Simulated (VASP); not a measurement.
# CdTe (F-43m) in VASP: further runs

Runs on CdTe. Level: LDA. Tasks: single point, relaxation of cell and atoms.

All numbers are computed with VASP 6.6.1; they aren't measurements. Logs are shortened: lines on timing, memory, paths and dates and some standing lists are left out, and cuts for length are marked.

**Measured values to compare with.**

From a printed reference work, data compilation, for a bulk crystal of CdTe at 0 K: band gap 1.607 eV.

The results are compared with them further down.

## 1. The structure

The structure is cubic, space group F-43m (No. 216). The conventional cell has a = 6.410 Å, b = 6.410 Å, c = 6.410 Å, α = 90.00°, β = 90.00°, γ = 90.00°. Cd (site symmetry -43m) is surrounded by 4 Te at 2.78 Å. Te (site symmetry -43m) is surrounded by 4 Cd at 2.78 Å.

## 2. Single point, LDA

The input, INCAR:

```
PREC = Accurate
ENCUT = 520
EDIFF = 1E-6
ISMEAR = 0
SIGMA = 0.02
LREAL = F
LASPH = T
NELM = 100
ALGO = Normal
ISIF = 2
LWAVE = F
LCHARG = F
GGA = CA
NBANDS = 16
```

The input, KPOINTS:

```
regular mesh
0
Gamma
  8 8 8
```

The input, POSCAR:

```
CdTe
1.0
    0.0000000000      3.2050000000      3.2050000000
    3.2050000000      0.0000000000      3.2050000000
    3.2050000000      3.2050000000      0.0000000000
Cd Te
1 1
Direct
    0.0000000000      0.0000000000      0.0000000000
    0.7500000000      0.7500000000      0.7500000000
```

Potentials or basis: VASP PAW LDA potentials, release 64 (Cd, Te).

On the command line:

```
$ cat potpaw_LDA.64/Cd/POTCAR potpaw_LDA.64/Te/POTCAR > POTCAR
$ mpirun -np 1 vasp_std > vasp.out
```

OUTCAR:

```text
PREC = Accurate
   ENCUT = 520
   EDIFF = 1E-6
   ISMEAR = 0
   LREAL = F
   LASPH = T
   NELM = 100
   ISIF = 2
   GGA = CA

 ion  position               nearest neighbor table
   1  0.000  0.000  0.000-   2 2.78   2 2.78   2 2.78   2 2.78
   2  0.750  0.750  0.750-   1 2.78   1 2.78   1 2.78   1 2.78

  LATTYP: Found a face centered cubic cell.
 ALAT       =     6.4100000000

  Lattice vectors:

 A1 = (   0.0000000000,   3.2050000000,   3.2050000000)
 A2 = (   3.2050000000,   0.0000000000,   3.2050000000)
 A3 = (   3.2050000000,   3.2050000000,   0.0000000000)

Analysis of symmetry for initial positions (statically):
=====================================================================
 Subroutine PRICEL returns:
 Original cell was already a primitive cell.

 Routine SETGRP: Setting up the symmetry group for a
 face centered cubic supercell.

 Subroutine GETGRP returns: Found 24 space group operations
 (whereof 24 operations were pure point group operations)
 out of a pool of 48 trial point group operations.

The static configuration has the point symmetry T_d .

Analysis of symmetry for dynamics (positions and initial velocities):
=====================================================================
 Subroutine PRICEL returns:
 Original cell was already a primitive cell.

 Routine SETGRP: Setting up the symmetry group for a
 face centered cubic supercell.

 Subroutine GETGRP returns: Found 24 space group operations
 (whereof 24 operations were pure point group operations)
 out of a pool of 48 trial point group operations.

The dynamic configuration has the point symmetry T_d .

 Subroutine INISYM returns: Found 24 space group operations
 (whereof 24 operations are pure point group operations),
 and found     1 'primitive' translations

----------------------------------------------------------------------------------------

                                     Primitive cell

  volume of cell :      65.8437

  direct lattice vectors                    reciprocal lattice vectors
     0.000000000  3.205000000  3.205000000    -0.156006240  0.156006240  0.156006240
     3.205000000  0.000000000  3.205000000     0.156006240 -0.156006240  0.156006240
     3.205000000  3.205000000  0.000000000     0.156006240  0.156006240 -0.156006240

  length of vectors
     4.532554467  4.532554467  4.532554467     0.270210734  0.270210734  0.270210734

  position of ions in fractional coordinates (direct lattice)
     0.000000000  0.000000000  0.000000000
     0.750000000  0.750000000  0.750000000

  ion indices of the primitive-cell ions
   primitive index   ion index
                 1           1
                 2           2

----------------------------------------------------------------------------------------

 KPOINTS: regular mesh

Automatic generation of k-mesh.
 Grid dimensions read from file:
 generate k-points for:    8    8    8

 Generating k-lattice:

  Cartesian coordinates                     Fractional coordinates (reciprocal lattice)
    -0.019500780  0.019500780  0.019500780     0.125000000  0.000000000  0.000000000
     0.019500780 -0.019500780  0.019500780     0.000000000  0.125000000  0.000000000
     0.019500780  0.019500780 -0.019500780     0.000000000  0.000000000  0.125000000

  Length of vectors
     0.033776342  0.033776342  0.033776342

  Shift w.r.t. Gamma in fractional coordinates (k-lattice)
     0.000000000  0.000000000  0.000000000

 Subroutine IBZKPT returns following result:
 ===========================================

 Found     29 irreducible k-points:

 Following reciprocal coordinates:
            Coordinates               Weight
  0.000000  0.000000  0.000000      1.000000
  0.125000  0.000000  0.000000      8.000000
  0.250000  0.000000  0.000000      8.000000
  0.375000  0.000000  0.000000      8.000000
  0.500000  0.000000  0.000000      4.000000
  0.125000  0.125000  0.000000      6.000000
[... 16 lines left out ...]
  0.500000  0.250000  0.125000     48.000000
 -0.375000  0.250000  0.125000     24.000000
 [... further k-points ...]
   k-points           NKPTS =     29   k-points in BZ     NKDIM =     29   number of bands    NBANDS=     16
   number of dos      NEDOS =    301   number of ions     NIONS =      2
   total plane-waves  NPLWV =  46656
   dimension x,y,z NGX =    36 NGY =   36 NGZ =   36
   dimension x,y,z NGXF=    72 NGYF=   72 NGZF=   72
   ions per type =               1   1
   NGX,Y,Z   is equivalent  to a cutoff of  13.20, 13.20, 13.20 a.u.
   NGXF,Y,Z  is equivalent  to a cutoff of  26.41, 26.41, 26.41 a.u.
 SYSTEM =  unknown system
   PREC   = accura    normal or accurate (medium, high low for compatibility)
   ISTART =      0    job   : 0-new  1-cont  2-samecut
   ICHARG =      2    charge: 1-file 2-atom 10-const
   ISPIN  =      1    spin polarized calculation?
   LNONCOLLINEAR =      F non collinear calculations
   LSORBIT =      F    spin-orbit coupling
   LASPH  =      T    aspherical Exc in radial PAW
   ENCUT  =  520.0 eV  38.22 Ry    6.18 a.u.   8.43  8.43  8.43*2*pi/ulx,y,z
   NELM   =    100;   NELMIN=  2; NELMDL= -5     # of ELM steps
   EDIFF  = 0.1E-05   stopping-criterion for ELM
   LREAL  =      F    real-space projection
   EDIFFG = 0.1E-04   stopping-criterion for IOM
   NSW    =      0    number of steps for IOM
   IBRION =     -1    ionic relax: 0-MD 1-quasi-New 2-CG
   NFREE  =      0    steps in history (QN), initial steepest desc. (CG)
   ISIF   =      2    stress and relaxation
   ISYM   =      2    0-nonsym 1-usesym 2-fastsym
   POTIM  = 0.5000    time-step for ionic-motion
   TEBEG  =    0.0;   TEEND  =   0.0 temperature during run
   PSTRESS=    0.0 pullay stress
   NELECT =      18.0000    total number of electrons
   NUPDOWN=      -1.0000    fix difference up-down
   EMIN   =  10.00;   EMAX   =-10.00  energy-range for DOS
   EFERMI =   0.00;   METHOD = LEGACY
   ISMEAR =     0;   SIGMA  =   0.02  broadening in eV -4-tet -1-fermi 0-gaus
   EFERMI_NEDOS =   21; number of points for ismear=-14 and -15
   IALGO  =     38    algorithm
   IMIX   =      4    mixing-type and parameters
     AMIX     =   0.40;   BMIX     =  1.00
     AMIX_MAG =   1.60;   BMIX_MAG =  1.00
  volume/ion in A,a.u.               =      32.92       222.17
  Fermi-wavevector in a.u.,A,eV,Ry     =   1.062497  2.007828 15.359610  1.128899
  Thomas-Fermi vector in A             =   2.197950
   LORBIT       =      0    0 simple, 1 ext, 2 COOP (PROOUT), +10 PAW based schemes
   GGA     = CA    functional components
   LHFCALC =     F    Hartree Fock is set to
   AEXX    =    0.0000 exact exchange contribution
   IVDW    =     0    specifies the selected vdW correction
   LEPSILON=     F    determine dielectric tensor
   LRPA    =     F    only Hartree local field effects (RPA)
 non-spin polarized calculation
 Gauss-broadening in eV      SIGMA  =   0.02
  energy-cutoff  :      520.00
  volume of cell :       65.84
 maximum number of plane-waves:      1807
 NGX is ok and might be reduce to    36
   NGX = 17   NGY = 17   NGZ = 17

 number of electron      17.9999995 magnetization

 Free energy of the ion-electron system (eV)
  ---------------------------------------------------
  ext. energy  EPLUGINS =         0.00000000
  ---------------------------------------------------
  free energy    TOTEN  =        -6.05092075 eV

  energy without entropy =       -6.05092075  energy(sigma->0) =       -6.05092075

 E-fermi :   2.5993     XC(G=0):  -9.0898

 val. band max:        2.4659922237   @ k =   0.0000   0.0000   0.0000
 cond. band min:       3.1193718367   @ k =   0.0000   0.0000   0.0000
 fundamental gap:      0.6533796130
 Fermi energy:         2.5992617315

 k-point     1 :       0.0000    0.0000    0.0000
  band No.  band energies     occupation
      1      -8.9695      2.00000
      2      -5.9457      2.00000
      3      -5.9457      2.00000
      4      -5.9457      2.00000
      5      -5.6563      2.00000
      6      -5.6563      2.00000
[... 8 lines left out ...]
     15      11.8595      0.00000
     16      11.8595      0.00000

 k-point     2 :       0.1250    0.0000    0.0000
  band No.  band energies     occupation
      1      -8.9057      2.00000
      2      -5.9334      2.00000
      3      -5.9334      2.00000
      4      -5.8999      2.00000
      5      -5.6574      2.00000
      6      -5.6574      2.00000
[... 8 lines left out ...]
     15      11.0667      0.00000
     16      11.0667      0.00000

 k-point     3 :       0.2500    0.0000    0.0000
  band No.  band energies     occupation
      1      -8.7504      2.00000
      2      -5.9060      2.00000
      3      -5.9060      2.00000
      4      -5.7412      2.00000
      5      -5.6571      2.00000
      6      -5.6571      2.00000
[... 8 lines left out ...]
     15      10.8574      0.00000
     16      10.8574      0.00000

 k-point     4 :       0.3750    0.0000    0.0000
  band No.  band energies     occupation
      1      -8.5958      2.00000
      2      -5.8834      2.00000
      3      -5.8834      2.00000
      4      -5.6512      2.00000
      5      -5.6512      2.00000
      6      -5.4659      2.00000
[... 8 lines left out ...]
     15      11.6821      0.00000
     16      11.6821      0.00000
[... 324 lines left out ...]
 k-point    22 :       0.3750    0.2500    0.1250
  band No.  band energies     occupation
      1      -8.6366      2.00000
      2      -5.8753      2.00000
      3      -5.8621      2.00000
      4      -5.7169      2.00000
      5      -5.6468      2.00000
      6      -5.5779      2.00000
[... 8 lines left out ...]
     15      12.2373      0.00000
     16      12.8219      0.00000

 k-point    23 :       0.5000    0.2500    0.1250
  band No.  band energies     occupation
      1      -8.5158      2.00000
      2      -5.8538      2.00000
      3      -5.8424      2.00000
      4      -5.6896      2.00000
      5      -5.6462      2.00000
      6      -5.3367      2.00000
[... 8 lines left out ...]
     15      12.3880      0.00000
     16      13.0959      0.00000

 k-point    24 :      -0.3750    0.2500    0.1250
  band No.  band energies     occupation
      1      -8.4670      2.00000
      2      -5.8487      2.00000
      3      -5.8339      2.00000
      4      -5.6753      2.00000
      5      -5.6511      2.00000
      6      -5.1807      2.00000
[... 8 lines left out ...]
     15      12.4790      0.00000
     16      13.0550      0.00000

 [... further k-points ...]
[... 5 lines left out ...]
  --------------------------------------------------------------------------------------
  -------------------------------------------------------------------------------------
  Total        0.0989347      0.0989347      0.0989347      0.0000000     -0.0000000      0.0000000
  in kB        2.4073821      2.4073821      2.4073821      0.0000000     -0.0000000      0.0000000
  external PRESSURE =       2.4073821 kB  Pullay stress =       0.0000000 kB

 VOLUME and BASIS-vectors are now :
 -----------------------------------------------------------------------------
  energy-cutoff  :      520.00
  volume of cell :       65.84
      direct lattice vectors                 reciprocal lattice vectors
     0.000000000  3.205000000  3.205000000    -0.156006240  0.156006240  0.156006240
     3.205000000  0.000000000  3.205000000     0.156006240 -0.156006240  0.156006240
     3.205000000  3.205000000  0.000000000     0.156006240  0.156006240 -0.156006240

 POSITION                                       TOTAL-FORCE (eV/Angst)
 -----------------------------------------------------------------------------------
      0.00000      0.00000      0.00000         0.000000      0.000000      0.000000
      4.80750      4.80750      4.80750        -0.000000     -0.000000     -0.000000
 -----------------------------------------------------------------------------------
    total drift:                               -0.000000     -0.000000     -0.000000

  FREE ENERGIE OF THE ION-ELECTRON SYSTEM (eV)
  ---------------------------------------------------
  free  energy   TOTEN  =        -6.0509207468 eV

  energy  without entropy=       -6.0509207468  energy(sigma->0) =       -6.05092075
```

Run time: 18 s. Hardware: 1 thread of AMD EPYC 9R45 (Zen 5), shared host; peak memory 0.15 GiB.

Results:

```yaml
Free_energy: -6.0509 eV
Pressure: 0.2 GPa
Band_gap_on_the_k_mesh: 0.65 eV, direct
```

Caveat: spin-orbit coupling is left out, which moves the levels of the heavy elements.

## 3. Relaxation of cell and atoms, LDA

The input, INCAR:

```
  PREC = Accurate
  ENCUT = 600
  EDIFF = 1E-7
  ISMEAR = 0
  SIGMA = 0.02
  LREAL = False
  LASPH = True
  NELM = 100
  ALGO = Normal
  ISIF = 3
  LWAVE = False
  LCHARG = False
  IBRION = 2
  NSW = 100
  EDIFFG = -0.005
```

The input, KPOINTS:

```
Automatic mesh
0
Gamma
  8 8 8
```

POSCAR is that of step 2.

Potentials or basis: VASP PAW LDA potentials, release 64 (Cd, Te).

On the command line:

```
$ cat potpaw_LDA.64/Cd/POTCAR potpaw_LDA.64/Te/POTCAR > POTCAR
$ mpirun -np 1 vasp_std > vasp.out
```

It took 30 s on 1 thread of AMD EPYC 9R45 (Zen 5), shared host; peak memory 0.17 GiB.

Results (log left out):

```yaml
Free_energy: -6.0508 eV
Relaxed_volume: 33.07 Å³/atom
Relaxed_cell: a = 4.539 Å, b = 4.539 Å, c = 4.539 Å, α = 60.00°, β = 60.00°, γ = 60.00°
Space_group_after_relaxing_to_0.05_Å: F-43m (No. 216)
Energy_gained_by_relaxing: 0.1 meV/atom
Ionic_steps: 3
Pressure_after_relaxing: 0.0 GPa
Band_gap_on_the_k_mesh: 0.64 eV, direct
```

The path:
| step | energy change (eV) | largest force (eV/Å) | pressure (GPa) | volume (Å³) |
| --- | --- | --- | --- | --- |
| 1 | 0.0000 | 0.0000 | 0.20 | 65.84 |
| 2 | -0.0002 | 0.0000 | -0.06 | 66.23 |
| 3 | -0.0002 | 0.0000 | -0.01 | 66.14 |

Final structure:
```
Cd Te
1.0
     0.00000    3.20979    3.20979
     3.20979    0.00000    3.20979
     3.20979    3.20979    0.00000
Cd Te
1 1
Direct
  0.00000 0.00000 0.00000
  0.75000 0.75000 0.75000
```

Levels at points of the mesh, in eV from the valence-band top:
```tsv
k point	band 6	band 7	band 8	band 9	band 10	band 11	band 12	band 13
(0.00, 0.00, 0.00)	-8.11	0.00	0.00	0.00	0.64	4.48	4.48	4.48
(0.50, 0.00, 0.00)	-7.74	-4.67	-0.83	-0.83	1.69	5.08	5.08	6.88
(0.50, 0.50, 0.00)	-7.60	-4.52	-1.99	-1.99	2.38	2.54	8.80	9.13
```

Caveat: spin-orbit coupling is left out, which moves the levels of the heavy elements. A hybrid or GW would open this gap; LDA tends to underestimate it.

## 4. Single point, LDA (cell and atoms relaxed tightly for response)

The input, INCAR:

```
SYSTEM = CdTe
  ALGO = Fast
  EDIFF = 1E-6
  ENCUT = 520
  ISIF = 2
  ISMEAR = 0
  LASPH = .TRUE.
  LCHARG = .TRUE.
  LELF = .TRUE.
  LREAL = .FALSE.
  LVHAR = .TRUE.
  LWAVE = .FALSE.
  NBANDS = 16
  NELM = 100
  PREC = Accurate
  SIGMA = 0.01
```

The input, KPOINTS:

```
k-points
0
G
  8 8 8
  0 0 0
```

The input, POSCAR:

```
CdTe
1.0
    0.0000000000      3.2043396970      3.2043396970
    3.2043396970      0.0000000000      3.2043396970
    3.2043396970      3.2043396970      0.0000000000
Cd Te
1 1
Direct
    0.0000000000      0.0000000000      0.0000000000
    0.7500000000      0.7500000000      0.7500000000
```

On the command line:

```
$ cat potpaw_LDA.64/Cd/POTCAR potpaw_LDA.64/Te/POTCAR > POTCAR
$ mpirun -np 1 vasp_std > vasp.out
```

Run time: 19 s. Hardware: 1 thread of AMD EPYC 9R45 (Zen 5), shared host; peak memory 0.15 GiB.

It converged, with:

```
Free energy            : -6.0509 eV
Pressure               : 0.3 GPa
Band gap on the k mesh : 0.65 eV, direct
```

Levels at points of the mesh, in eV from the valence-band top:
| k point | band 5 | band 6 | band 7 | band 8 | band 9 | band 10 | band 11 | band 12 | band 13 | band 14 |
| --- | --- | --- | --- | --- | --- | --- | --- | --- | --- | --- |
| (0.00, 0.00, 0.00) | -8.12 | -8.12 | 0.00 | 0.00 | 0.00 | 0.65 | 4.48 | 4.48 | 4.48 | 7.26 |
| (0.50, 0.00, 0.00) | -8.12 | -7.75 | -4.70 | -0.84 | -0.84 | 1.69 | 5.08 | 5.08 | 6.88 | 8.58 |
| (0.50, 0.50, 0.00) | -8.09 | -7.60 | -4.55 | -2.01 | -2.01 | 2.37 | 2.54 | 8.83 | 9.16 | 9.16 |

Caveat: spin-orbit coupling is left out, which moves the levels of the heavy elements.

## 5. Summary

| task | cell | cutoff (eV) | smearing | gap on the mesh (eV) | pressure (GPa) |
| --- | --- | --- | --- | --- | --- |
| single point | as given | 520 | gaussian 0.02 eV | 0.65 | 0.2 |
| relaxation of cell and atoms | relaxed | 600 | gaussian 0.02 eV | 0.64 | 0.0 |
| single point | cell and atoms relaxed tightly for response | 520 | gaussian 0.01 eV | 0.65 | 0.3 |

Alike in all rows: level LDA; potentials or basis VASP PAW LDA potentials, release 64 (Cd, Te); no spin polarisation; k mesh 8 × 8 × 8.

Caveats: spin-orbit coupling is left out, which moves the levels of the heavy elements.

Absolute energies hang on the potentials; compare differences alone.

## 6. Against experiment

Step 2. Measured gap of CdTe: 1.607 eV (0 K; a printed reference work, data compilation). This calculation gives 0.65 eV (-0.95 eV). Spin-orbit coupling on Cd, Te is left out. The value is that of LDA, without temperature or zero-point motion. Semilocal functionals fall short of measured gaps as a rule.
